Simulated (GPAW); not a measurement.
NiO:

```xyz
2
Lattice="0.0000 2.2406 2.2406 2.2406 0.0000 2.2406 2.2406 2.2406 0.0000" Properties=species:S:1:pos:R:3 pbc="T T T"
Ni    0.0000    0.0000    0.0000
O     3.3609    3.3609    3.3609
```

The cell was built by a generator and needn't be a form met in nature.

Base run:

```yaml
Program: GPAW 26.7.0
Functional: PBE
Potentials_or_basis: GPAW PAW data sets (gpaw-data 1.2.1)
Cutoff: 800 eV
Basis: pw
k_mesh: 7 × 7 × 7
Occupations: fermi-dirac, width 0.05 eV
Spin: collinear spin, ferromagnetic start
Starting_moments: "[1.0, 0.0] μB"
```

Its results: pressure 3.2 GPa; net moment 1.89 μB per cell; site moments Ni +1.51; O +0.26 μB.

Q: After a change of settings the same cell gave: pressure -1.3 GPa; net moment 2.00 μB per cell; site moments Ni +1.65; O +0.27 μB. Which change was it?
A. functional from PBE to RPBE; potentials or basis from GPAW PAW data sets (gpaw-data 1.2.1) to the program's PAW data sets (release 1.2.1) made for this functional
B. functional from PBE to r2SCAN
C. functional from PBE to revPBE; potentials or basis from GPAW PAW data sets (gpaw-data 1.2.1) to the program's PAW data sets (release 1.2.1) made for this functional
D. functional from PBE to PBEsol; potentials or basis from GPAW PAW data sets (gpaw-data 1.2.1) to PAW data sets generated in the run's folder for this functional

A: B.

Caveats: the stock nickel data set gives pressures a few GPa off other programs; a cell with one magnetic atom can't hold antiferromagnetic order, which such compounds often take; the PAW data sets were made with another functional, which shifts forces and pressure a little (some runs).
